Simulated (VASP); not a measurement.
Write the native input for VASP 6.6.1 that does the following.

```yaml
Task: relaxation of cell and atoms
Functional: SCAN
Potentials_or_basis: VASP PAW PBE potentials, release 64 (Sc_sv, Al)
Cutoff: 600 eV
k_mesh: 8 × 8 × 8
Occupations: fermi-dirac, width 0.05 eV
Spin: no spin polarisation
Further_INCAR_settings: ALGO = Normal; EDIFF = 1e-07; IBRION = 2; EDIFFG = -0.02; NSW = 60; ISIF = 3
```

The structure of ScAl lies in POSCAR:

```
ScAl
1.0
    3.3703489700      0.0000000000      0.0000000000
    0.0000000000      3.3703489700      0.0000000000
    0.0000000000      0.0000000000      3.3703489700
Sc Al
1 1
Direct
    0.5000000000      0.5000000000      0.5000000000
    0.0000000000      0.0000000000      0.0000000000
```

The cell comes from a database or a generator and needn't be the stable form of this composition.

One way to write it, as run:

INCAR

```
SYSTEM = ScAl
PREC = Accurate
ENCUT = 600
EDIFF = 1E-7
ISMEAR = -1
SIGMA = 0.05
LREAL = .FALSE.
LASPH = .TRUE.
NELM = 60
ALGO = Normal
ISIF = 3
LWAVE = .FALSE.
LCHARG = .FALSE.
METAGGA = SCAN
LMIXTAU = .TRUE.
IBRION = 2
NSW = 60
EDIFFG = -0.02
```

KPOINTS

```
regular mesh
0
G
  8 8 8
  0 0 0
```

Potentials or basis: VASP PAW PBE potentials, release 64 (Sc_sv, Al).

Launch:

```sh
$ cat potpaw_PBE.64/Sc_sv/POTCAR potpaw_PBE.64/Al/POTCAR > POTCAR
$ mpirun -np 1 vasp_std > vasp.out
```

Results of the run:

```json
{
  "Relaxed volume": "19.02 Å³/atom",
  "Relaxed cell": "a = 3.363 Å, b = 3.363 Å, c = 3.363 Å, α = 90.00°, β = 90.00°, γ = 90.00°",
  "Space group after relaxing (to 0.05 Å)": "Pm-3m (No. 221)",
  "Energy gained by relaxing": "0.0 meV/atom",
  "Ionic steps": "3",
  "Pressure after relaxing": "0.0 GPa",
  "Band gap on the k mesh": "none (metal or under the smearing width)"
}
```

Caveat: the PAW data sets were made with another functional, which shifts forces and pressure a little.

Run time: 3.4 min on 1 thread of Intel(R) Xeon(R) Platinum 8488C (Sapphire Rapids) (shared host), peak memory 0.18 GiB.
